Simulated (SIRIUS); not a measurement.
**Au: single point with PBEsol**

Au:

```
Au
1.0
     0.05952    2.03278    2.02390
     2.06284    0.03015    2.05328
     2.07413    2.07344    0.01886
Au
1
Direct
  0.99810 0.99583 0.01853
```

The cell isn't the ideal one: cell strained at random at fixed volume.

```json
{
 "Program": "SIRIUS 7.10.0",
 "Task": "single point",
 "Functional": "PBEsol",
 "Potentials or basis": "PseudoDojo 0.4.1 PBEsol standard (scalar relativistic)",
 "Cutoff": "1054 eV",
 "Density cutoff": "4214 eV",
 "k mesh": "11 × 11 × 11",
 "Occupations": "fermi-dirac, width 0.05 eV",
 "Spin": "no spin polarisation"
}
```

* Pressure: 1.5 GPa
* Band gap on the k mesh: none (metal or under the smearing width)

Stress tensor (GPa, compression positive):
```
 1.57 -1.97 -1.44
-1.97  1.42  0.23
-1.44  0.23  1.38
```

Wall time 4 min on 1 thread of Arm Neoverse V2 (shared host), peak memory 1.4 GiB.

Spin-orbit coupling is left out, which matters for the levels of Au.
